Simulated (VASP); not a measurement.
CoSi, 8 atoms in the cell. Symmetry: P2_13, No. 198, cubic system. The conventional cell has a = 4.438 Å, b = 4.438 Å, c = 4.438 Å, α = 90.00°, β = 90.00°, γ = 90.00°. Co (site symmetry 3) has 7 Si at 2.28 to 2.47 Å as nearest neighbours. Around Si (site symmetry 3) lie 7 Co at 2.28 to 2.47 Å. 

* Program: VASP 6.6.1
* Task: relaxation of cell and atoms
* Functional: BEEF-vdW
* Potentials or basis: VASP PAW PBE potentials, release 64 (Co, Si)
* Cutoff: 600 eV
* k mesh: 6 × 6 × 6
* Occupations: fermi-dirac, width 0.05 eV
* Spin: collinear spin, ferromagnetic start
* Starting moments: [2.0, 2.0, 2.0, 2.0, 0.0, 0.0, 0.0, 0.0] μB
* Further INCAR settings: ALGO = Normal; EDIFF = 1e-07; IBRION = 2; EDIFFG = -0.01; NSW = 40; ISIF = 3

Potentials or basis: VASP PAW PBE potentials, release 64 (Co, Si).

Run with:

```bash
$ cat potpaw_PBE.64/Co/POTCAR potpaw_PBE.64/Si/POTCAR > POTCAR
$ mpirun -np 1 vasp_std > vasp.out
```

Hardware: 1 thread of AMD EPYC 9R45 96-Core Processor (Zen 5), on a shared host.

Question: Estimate the wall time of this run.

Answer: It took 11 min on 1 thread of AMD EPYC 9R45 96-Core Processor (Zen 5) (shared host), peak memory 0.57 GiB. Counts: scf iterations 69, k points 24, ion steps 7.
